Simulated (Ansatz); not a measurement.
# SrO: strain and displacement

```xyz
2
Lattice="0.0000 2.5698 2.5698 2.5698 0.0000 2.5698 2.5698 2.5698 0.0000" Properties=species:S:1:pos:R:3 pbc="T T T"
Sr    0.0000    0.0000    0.0000
O     2.5698    2.5698    2.5698
```

Atoms are numbered in the order listed.

Conventional cell: a = 5.140 Å, b = 5.140 Å, c = 5.140 Å, α = 90.00°, β = 90.00°, γ = 90.00°. Around Sr (atom 1) lie 6 O at 2.57 Å. Around O (atom 2) lie 6 Sr at 2.57 Å.

The cell is COD entry 1100027, as deposited and not checked against the literature; nothing was relaxed. It is an old determination, and later ones may differ.

These are results of DFT, PBE, all-electron LAPW, scalar-relativistic (Ansatz 0.2.0), not measurements.

Numerical set-up: a Γ-centred 8×8×8 k mesh, Fermi–Dirac smearing of 0.02 eV, basis error target 0.25 meV/atom, no spin polarisation.

The unchanged cell is at 2.92 GPa.

Semilocal functionals give too small gaps.

x, y and z are the Cartesian axes of the cell as listed; fractional coordinates follow a strain, and an engineering shear is twice the off-diagonal strain component.

With equal xy, yz and zx engineering shear strains of -3 %: energy change +8 meV/atom; stress change (xx, yy, zz, yz, xz, xy) -0.02, -0.02, -0.02, 1.49, 1.49, 1.49 GPa, compression positive; gap on the k mesh 3.31 → 3.24 eV.

(1) With this change (equal xy, yz and zx engineering shear strains of -1 %), what becomes of the energy and stress and gap?

With equal xy, yz and zx engineering shear strains of +2 %: energy change +4 meV/atom; stress change (xx, yy, zz, yz, xz, xy) -0.01, -0.01, -0.01, -1.14, -1.14, -1.14 GPa, compression positive; gap on the k mesh 3.31 → 3.28 eV.

(2) With this change (equal xy, yz and zx engineering shear strains of -2 %), what becomes of the energy and stress and gap?

(3) With this change (equal xy, yz and zx engineering shear strains of +1 %), what becomes of the energy and stress and gap?

With equal xy, yz and zx engineering shear strains of +3 %: energy change +8 meV/atom; stress change (xx, yy, zz, yz, xz, xy) -0.02, -0.02, -0.02, -1.75, -1.75, -1.75 GPa, compression positive; gap on the k mesh 3.31 → 3.26 eV.

With z strained by -1 % at fixed volume: energy change +1 meV/atom; stress change (xx, yy, zz, yz, xz, xy) -0.66, -0.66, 1.46, 0.00, 0.00, 0.00 GPa, compression positive; gap on the k mesh 3.31 → 3.24 eV.

(4) With this change (z strained by +4 % at fixed volume), what becomes of the energy and stress and gap?

(5) With this change (atom 2 (O) moved by (0.1155, 0.1155, 0.1155) Å), what becomes of the energy and stress and forces and gap?

(6) What force constant does this one finite step give for O2 along its displacement (all its periodic images move with it)?

## Answers

(1) Energy change under 1 meV/atom; stress change (xx, yy, zz, yz, xz, xy) 0.00, 0.00, 0.00, 0.53, 0.53, 0.53 GPa, compression positive; gap on the k mesh 3.31 → 3.29 eV.

(2) Energy change +3 meV/atom; stress change (xx, yy, zz, yz, xz, xy) -0.01, -0.01, -0.01, 1.02, 1.02, 1.02 GPa, compression positive; gap on the k mesh 3.31 → 3.26 eV.

(3) Energy change under 1 meV/atom; stress change (xx, yy, zz, yz, xz, xy) 0.00, 0.00, 0.00, -0.56, -0.56, -0.56 GPa, compression positive; gap on the k mesh 3.31 → 3.30 eV.

(4) Energy change +16 meV/atom; stress change (xx, yy, zz, yz, xz, xy) 3.17, 3.17, -4.23, 0.00, 0.00, 0.00 GPa, compression positive; gap on the k mesh 3.31 → 3.20 eV.

(5) Energy change +22 meV/atom; stress change (xx, yy, zz, yz, xz, xy) 1.03, 1.03, 1.03, -0.21, -0.21, -0.21 GPa, compression positive; change of the force on O2 (-0.264, -0.264, -0.264) eV/Å; gap on the k mesh 3.31 → 3.62 eV.

(6) k = −ΔF·u/|u|² = 2.29 eV/Å², so the force pulls the atom back.
